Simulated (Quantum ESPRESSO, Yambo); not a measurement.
# A GW chain in Yambo: InP (F-43m), part 2 of 3

Wanted: ground state, empty states, screening and self-energy for InP (F-43m).

Quantum ESPRESSO 7.5 and Yambo 5.3.0; PBE and many-body steps on it, plane waves. Known limits of the many-body steps: not at the basis limit; coarse k mesh.

So far. Step 2 (Ground state): The gap is direct, at Γ. Step 3 (Bands along the symmetry lines): The gap is 0.659 eV, as in the run before at this level.

## Step 4: Empty states on the mesh, 4×4×4 mesh, 396 bands

Level of this step: DFT, PBE with spin-orbit coupling, plane waves, norm-conserving pseudopotentials (Quantum ESPRESSO).

The sums over transitions need many empty states on a uniform mesh; this step solves for them.

File pw.in:

```
&control
  calculation = 'nscf'
  prefix = 'x'
  outdir = 'o'
  pseudo_dir = 'pseudo'
/
&system
  ibrav = 0
  nat = 2
  ntyp = 2
  ecutwfc = 80.0
  nbnd = 396
  force_symmorphic = .true.
  noncolin = .true.
  lspinorb = .true.
/
&electrons
  conv_thr = 1e-9
  electron_maxstep = 80
  diago_full_acc = .true.
  diago_thr_init = 5e-6
/
ATOMIC_SPECIES
  In 114.82 In.upf
  P 30.974 P.upf
CELL_PARAMETERS angstrom
  -0.0000000000 2.9343500000 2.9343500000
  2.9343500000 -0.0000000000 2.9343500000
  2.9343500000 2.9343500000 -0.0000000000
ATOMIC_POSITIONS crystal
  In 0.0000000000 0.0000000000 0.0000000000
  P 0.2500000000 0.2500000000 0.2500000000
K_POINTS automatic
  4 4 4 0 0 0
```

Launch:

```
$ OMP_NUM_THREADS=1 mpirun -n 4 pw.x -nk 4 -in pw.in > pw.out
```

The program printed:

```text
[banner, memory and clock lines left out]
Program PWSCF v.7.5 starts

     Atomic positions and unit cell read from directory:
     o/x.save/

     Message from routine setup:
     using ibrav=0 with symmetry is DISCOURAGED, use correct ibrav instead

     G-vector sticks info

     bravais-lattice index     =            0
     lattice parameter (alat)  =       7.8420  a.u.
     unit-cell volume          =     341.0062 (a.u.)^3
     number of atoms/cell      =            2
     number of atomic types    =            2
     number of electrons       =        26.00
     number of Kohn-Sham states=          396
     kinetic-energy cutoff     =      80.0000  Ry
     charge density cutoff     =     320.0000  Ry
     Exchange-correlation= PBE
                           (   1   4   3   4   0   0   0)
     Non magnetic calculation with spin-orbit

     celldm(1)=   7.841981  celldm(2)=   0.000000  celldm(3)=   0.000000
     celldm(4)=   0.000000  celldm(5)=   0.000000  celldm(6)=   0.000000

     crystal axes: (cart. coord. in units of alat)
               a(1) = (  -0.000000   0.707107   0.707107 )
               a(2) = (   0.707107  -0.000000   0.707107 )
               a(3) = (   0.707107   0.707107  -0.000000 )

     reciprocal axes: (cart. coord. in units 2 pi/alat)
               b(1) = ( -0.707107  0.707107  0.707107 )
               b(2) = (  0.707107 -0.707107  0.707107 )
               b(3) = (  0.707107  0.707107 -0.707107 )
     Pseudo is Norm-conserving + core correction, Zval = 21.0
     Generated using ONCVPSP code by D. R. Hamann
     Using radial grid of 1986 points, 10 beta functions with:
     Pseudo is Norm-conserving + core correction, Zval =  5.0
     Generated using ONCVPSP code by D. R. Hamann
     Using radial grid of 1298 points, 10 beta functions with:
     In               21.00   114.82000     In( 1.00)
     P                 5.00    30.97400     P ( 1.00)

     24 Sym. Ops. (no inversion) found

   Cartesian axes

     site n.     atom                  positions (alat units)
         1        In     tau(   1) = (   0.0000000   0.0000000   0.0000000  )
         2        P      tau(   2) = (   0.3535534   0.3535534   0.3535534  )

     number of k points=     8
                       cart. coord. in units 2pi/alat
        k(    1) = (   0.0000000   0.0000000   0.0000000), wk =   0.0156250
        k(    2) = (   0.1767767   0.1767767  -0.1767767), wk =   0.1250000
        k(    3) = (  -0.3535534  -0.3535534   0.3535534), wk =   0.0625000
[...]
k(    7) = (  -0.7071068   0.0000000   0.0000000), wk =   0.0468750
        k(    8) = (  -0.7071068   0.3535534   0.0000000), wk =   0.0937500

     Dense  grid:    33079 G-vectors     FFT dimensions: (  45,  45,  45)

     The potential is recalculated from file :
     o/x.save/charge-density

     Starting wfcs are   34 randomized atomic wfcs +  362 random wfcs

     Band Structure Calculation

     End of band structure calculation

          k = 0.0000 0.0000 0.0000 (  4111 PWs)   bands (ev):

  -106.6719-106.6719 -69.7790 -69.7790 -63.1343 -63.1343 -63.1343 -63.1343
    -6.3712  -6.3712  -6.3712  -6.3712  -5.5878  -5.5878  -5.4866  -5.4866
    -5.4866  -5.4866  -3.2276  -3.2276   8.1958   8.1958   8.2946   8.2946
     8.2946   8.2946   8.9539   8.9539  12.0429  12.0429  12.4983  12.4983
[...]
[... 38 further rows ...]
[...]
139.9430 139.9430 139.9430 139.9430

          k = 0.1768 0.1768-0.1768 (  4122 PWs)   bands (ev):

  -106.6719-106.6719 -69.7791 -69.7791 -63.1344 -63.1344 -63.1343 -63.1343
[...]
[... 38 further rows ...]
[...]
137.0818 137.0818 137.1357 137.1477

          k =-0.3536-0.3536 0.3536 (  4140 PWs)   bands (ev):

  -106.6719-106.6719 -69.7791 -69.7791 -63.1345 -63.1345 -63.1343 -63.1343
[...]
37.5521  37.5521  39.3225  39.3225  39.5101  39.5101  39.8821  39.8821
     [... 38 further rows ...]
   136.0466 136.0466 136.1267 136.1267 136.1360 136.1360 137.3611 137.3611
   137.4114 137.4114 137.4198 137.4198

          k = 0.3536 0.0000 0.0000 (  4088 PWs)   bands (ev):

     [... further k-points ...]

     highest occupied, lowest unoccupied level (ev):     8.2946    8.9539

     XML data file, pseudopotentials, collected wavefunctions
```

Elapsed: 1.8 min, on 4 MPI ranks of Arm Neoverse V1, shared host; peak memory 1.3 GiB.

This step gave:

```
gap                                                           : 0.6593 eV
k of the valence top                                          : 0, 0, 0
k of the conduction bottom                                    : 0, 0, 0
least direct gap                                              : 0.6593 eV
k points computed                                             : 8
lowest point of the top converged band, above the valence top : 124.5067 eV
```

On this mesh the gap is 0.659 eV.

## Step 5: Conversion and set-up

This step: Yambo 5.3.0; conversion and set-up on PBE with spin-orbit coupling, plane waves, norm-conserving pseudopotentials.

The states are converted to the many-body program's format and the q mesh is built.

Launch:

```
$ (cd o/x.save; p2y > p2y.log; mv SAVE ../..); yambo > setup.log
```

The program printed:

```text
 Yambo, version 5.3.0

 [02] CORE Variables Setup
 =========================

  [02.01] Unit cells
  ==================

  Cell kind             :  FCC
  Atoms in the cell     :  In  P
  number of In atoms    :  1
  number of P  atoms    :  1

  List of atomic masses
  Mass of In    :  114.8200
  Mass of P     :  30.97400

  List of atomic coordinates    : [cc]
  In1       :  0.000000  0.000000  0.000000  order 1
  P1       :  2.772559  2.772559  2.772559  order 2

  Alat factors          :  5.545118  5.545118  5.545118 [a.u.]
  Direct lattice volume :  341.0062 [a.u.]
  Direct lattice vectors:  A[ 1 ]  A[ 2 ]  A[ 3 ]
   A[ 1 ]: -0.000000  1.000000  1.000000  [iru]
  -0.000000  5.545118  5.545118  [cc]
   A[ 2 ]:  1.000000 -0.000000  1.000000  [iru]
   5.545118 -0.000000  5.545118  [cc]
   A[ 3 ]:  1.000000  1.000000 -0.000000  [iru]
   5.545118  5.545118 -0.000000  [cc]

  Recip. lattice volume :  0.727407 [a.u.]
  Recip. lattice vectors:  B[ 1 ]  B[ 2 ]  B[ 3 ]
   B[ 1 ]: -0.500000  0.500000  0.500000  [iku]
  -0.566551  0.566551  0.566551  [cc]
   B[ 2 ]:  0.500000 -0.500000  0.500000  [iku]
   0.566551 -0.566551  0.566551  [cc]
   B[ 3 ]:  0.500000  0.500000 -0.500000  [iku]
   0.566551  0.566551 -0.566551  [cc]

  [02.02] Symmetries
  ==================

  Inversion symmetry    : yes
  Spatial inversion     : no
  Inversion index       :  25
  K-space Time-reversal : yes
  Magnetic symmetries   : no
  Time-reversal derived K-space symmetries:   25   48
  Group table correct   : yes
  Symmetries units      :  [cc]

   [S  1]:   1.0000     -0.16705E-16 -0.16705E-16 -0.16705E-16   1.0000      0.16705E-16  0.16705E-16  0.16705E-16   1.0000
   [S  2]:  -1.0000      0.16705E-16 -0.16705E-16  0.16705E-16  -1.0000      0.16705E-16 -0.16705E-16 -0.16705E-16   1.0000
   [S  3]:  -1.0000     -0.16705E-16  0.16705E-16  0.16705E-16   1.0000     -0.16705E-16 -0.16705E-16  0.16705E-16  -1.0000
[...]
[S  9]: -0.16705E-16   1.0000     -0.16705E-16  0.16705E-16 -0.16705E-16   1.0000       1.0000      0.16705E-16  0.16705E-16
   [S 10]: -0.16705E-16  -1.0000      0.16705E-16  0.16705E-16  0.16705E-16  -1.0000       1.0000     -0.16705E-16 -0.16705E-16
     [... 36 further rows ...]
   [S*47]:   1.0000     -0.16705E-16  0.16705E-16 -0.16705E-16  0.16705E-16  -1.0000      0.16705E-16   1.0000     -0.16705E-16
   [S*48]:   1.0000      0.16705E-16 -0.16705E-16 -0.16705E-16 -0.16705E-16   1.0000      0.16705E-16  -1.0000      0.16705E-16

  [02.03] Reciprocal space
  ========================

  nG shells         :   335
  nG charge         :   33079
  nG WFs            :   4987
  nC WFs            :   4140
  G-vecs. in first 33 shells:  [ Number ]
     1    9   15   27   51   59   65   89  113
    137   169   181   229   259   283   307   331   339
    387   411   459   531   537   561   609   645   701
    725   749   821   869   893   941
  ...
[...]
K/Q-points units:
  rlu = crystal or reduced units; cc = cartesian coordinates; iku = interal k-units

  K [1]          [rlu]:  0.000000  0.000000  0.000000
         WF components:   4111
  K [2]          [rlu]: -0.79125E-17  0.59653E-17  0.25000
         WF components:   4122
  K [3]          [rlu]:  0.15825E-16 -0.11931E-16 -0.50000
         WF components:   4140
  K [4]          [rlu]: -0.20327E-17  0.25000      0.25000
         WF components:   4088
  K [5]          [rlu]: -0.17896E-16  0.25000     -0.50000
         WF components:   4121
  [... 2 further k-points ...]
  K [8]          [rlu]:  0.250000 -0.500000 -0.250000
         WF components:   4128

  [02.05] Energies & Occupations
  ==============================

  [X] === General ===
  [X] Electronic Temperature                        :  0.000000  0.000000 [eV K]
  [X] Bosonic    Temperature                        :  0.000000  0.000000 [eV K]
  [X] Finite Temperature mode                       : no
  [X] El. density                                   :  0.51453E+24 [cm-3]
  [X] Fermi Level                                   :  8.294647 [eV]

  [X] === Gaps and Widths ===
  [X] Conduction Band Min                           :  0.659272 [eV]
  [X] Valence Band Max                              :  0.000000 [eV]
  [X] Filled Bands                                  :  26
  [X] Empty Bands                                   :    27   396
  [X] Direct Gap                                    :  0.659272 [eV]
  [X] Direct Gap localized at k                     :  1
  [X] Indirect Gap                                  :  0.659272 [eV]
  [X] Indirect Gap between kpts                     :  1  1
  [X] Last valence band width                       :  2.861029 [eV]
  [X] 1st conduction band width                     :  3.600576 [eV]

  E @ K [1]:  [eV]
  -114.9666 -114.9666  -78.0737  -78.0737  -71.4289  -71.4289  -71.4289  -71.4289
  -14.66581 -14.66581 -14.66581 -14.66581 -13.88241 -13.88241 -13.78124 -13.78124
   -13.781      -13.781      -11.522      -11.522     -0.98835E-01 -0.98835E-01 -0.40727E-10 -0.27297E-10
[...]
occ @ K [1]
[...]
E @ K [2]:  [eV]
[...]
occ @ K [2]
[...]
E @ K [3]:  [eV]
[...]
occ @ K [3]
[...]
E @ K [4]:  [eV]
[...]
occ @ K [4]
[...]
E @ K [5]:  [eV]
[...]
occ @ K [5]
[...]
[... 2 further k-points ...]
  E @ K [8]:  [eV]
[...]
occ @ K [8]
[...]
0.000000  0.000000  0.000000  0.000000  0.000000  0.000000  0.000000  0.000000
   0.000000  0.000000  0.000000  0.000000  0.000000  0.000000  0.000000  0.000000

 [03] Transferred momenta grid and indexing
 ==========================================

 IBZ Q-points                                      :   8
 BZ  Q-points                                      :   64

 K/Q-points units:
 rlu = crystal or reduced units; cc = cartesian coordinates; iku = interal k-units

 Q [1]          [rlu]:  0.000000  0.000000  0.000000
 Q [2]          [rlu]:  0.92257E-17  0.92257E-17  0.25000
 Q [3]          [rlu]: -0.18451E-16 -0.18451E-16 -0.50000
[...]
Q [7]          [rlu]:  0.40653E-17 -0.50000     -0.50000
 Q [8]          [rlu]:  0.250000 -0.500000 -0.250000

  [03.01] X indexes
  =================

   [03.01.01] Sigma indexes
   ========================

 [06] Game Over & Game summary
```

The job ended after 3.6 s (1 MPI rank; peak memory 0.25 GiB).

(Part 2 of 3 ends here.)

[Paths, hosts, dates, memory and timing lines, banners, echoed tables and standing remarks are left out of the program output.]

[Logs are printed without paths, hosts, clocks, repeated set-up lines and the standing remarks that a program may print on its own settings, such as how far it seeks lower states.]

[Runs of the session that timed out or met a known fault of the program may be left out.]

[Hosts, paths, dates, database ids (printed as entryN), source tags and the programs' standing remarks are cut or masked in the printed files.]
